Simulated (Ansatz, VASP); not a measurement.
One calculation of HfC, two programs

```
CELL_PARAMETERS angstrom
0.00000 2.32500 2.32500
2.32500 0.00000 2.32500
2.32500 2.32500 0.00000
ATOMIC_POSITIONS crystal
Hf 0.50000 0.50000 0.50000
C 0.00000 0.00000 0.00000
```

Alike in both runs: task single point; functional PBE; k mesh 10 × 10 × 10; occupations gaussian, width 0.011 eV; no spin polarisation.

|  | VASP | Ansatz |
| --- | --- | --- |
| version | VASP 6.6.1 | Ansatz 0.2.0 |
| potentials or method | VASP PAW PBE potentials, release 64 (Hf_pv, C), cutoff 520 eV | all-electron LAPW, scalar-relativistic |

Ansatz gave:

* gap on the k mesh at the Fermi level (eV): none
* pressure (GPa): 0.3

Question: Which values does VASP return?

Answer: gap on the k mesh at the Fermi level (eV): none; pressure (GPa): -0.5.

A gap of «none» marks a metal or a gap that the smearing closes. Ansatz ran all-electron here, so the differences hold the error of VASP's frozen core and of both bases.

Spin-orbit coupling is left out, which matters for the levels of Hf.
